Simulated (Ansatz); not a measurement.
# Si: the cost of one run

Program: Ansatz 0.2.0. Level of theory: DFT PBEsol, plane waves, PAW, scalar-relativistic, no spin polarisation. These are calculated values, not measurements.

1 further run of the same task is left out (set aside as unsound or not needed).

## 1. The starting structure

The cell holds 17 atoms (Si17): a = 7.679 Å, b = 7.679 Å, c = 7.679 Å, α = 60.00°, β = 60.00°, γ = 60.00°.

Structure file:

```cif
data_structure
_symmetry_space_group_name_H-M 'P 1'
_symmetry_Int_Tables_number 1
_cell_length_a 7.6792
_cell_length_b 7.6792
_cell_length_c 7.6792
_cell_angle_alpha 60.000
_cell_angle_beta 60.000
_cell_angle_gamma 60.000
_cell_volume 320.21
loop_
_atom_site_label
_atom_site_type_symbol
_atom_site_fract_x
_atom_site_fract_y
_atom_site_fract_z
_atom_site_occupancy
Si1 Si 0.00000 0.00000 0.00000 1
Si2 Si 0.12500 0.12500 0.12500 1
Si3 Si 0.00000 0.00000 0.50000 1
Si4 Si 0.12500 0.12500 0.62500 1
Si5 Si 0.00000 0.50000 0.00000 1
Si6 Si 0.12500 0.62500 0.12500 1
Si7 Si 0.00000 0.50000 0.50000 1
Si8 Si 0.12500 0.62500 0.62500 1
Si9 Si 0.50000 0.00000 0.00000 1
Si10 Si 0.62500 0.12500 0.12500 1
Si11 Si 0.50000 0.00000 0.50000 1
Si12 Si 0.62500 0.12500 0.62500 1
Si13 Si 0.50000 0.50000 0.00000 1
Si14 Si 0.62500 0.62500 0.12500 1
Si15 Si 0.50000 0.50000 0.50000 1
Si16 Si 0.62500 0.62500 0.62500 1
Si17 Si 0.87583 0.87691 0.87813 1
```

## 2. End point A

input.yaml reads:

```yaml
crystal:
  lattice:
    - [0.0, 5.43, 5.43]
    - [5.43, 0.0, 5.43]
    - [5.43, 5.43, 0.0]
  atoms:
    - { symbol: Si, position: [0.0, 0.0, 0.0] }
    - { symbol: Si, position: [0.125, 0.125, 0.125] }
    - { symbol: Si, position: [0.0, 0.0, 0.5] }
    - { symbol: Si, position: [0.125, 0.125, 0.625] }
    - { symbol: Si, position: [0.0, 0.5, 0.0] }
    - { symbol: Si, position: [0.125, 0.625, 0.125] }
    - { symbol: Si, position: [0.0, 0.5, 0.5] }
    - { symbol: Si, position: [0.125, 0.625, 0.625] }
    - { symbol: Si, position: [0.5, 0.0, 0.0] }
    - { symbol: Si, position: [0.625, 0.125, 0.125] }
    - { symbol: Si, position: [0.5, 0.0, 0.5] }
    - { symbol: Si, position: [0.625, 0.125, 0.625] }
    - { symbol: Si, position: [0.5, 0.5, 0.0] }
    - { symbol: Si, position: [0.625, 0.625, 0.125] }
    - { symbol: Si, position: [0.5, 0.5, 0.5] }
    - { symbol: Si, position: [0.625, 0.625, 0.625] }
    - { symbol: Si, position: [0.8758317, 0.8769074, 0.8781336] }
basis:
  ecutwfc: 420.0
kpoints:
  mp_grid: { grid: [2, 2, 2] }
hamiltonian:
  xc: pbesol
scf:
  occupations: { method: gaussian, width: 0.02 }
  lower_state_search: "off"
relax:
  f_tol: 0.03
  max_steps: 60
  adjacent_minimum: "off"
```

Command:

```
> ansatz run input.yaml --threads 1 --pin off --max-ram 3072MiB --backend cpu --events-out ev --progress --plain --runs-dir out
```

What time and memory should one allow on 1 thread of Arm Neoverse V1, shared host?

About 20 s, with a peak of 0.5 GiB.
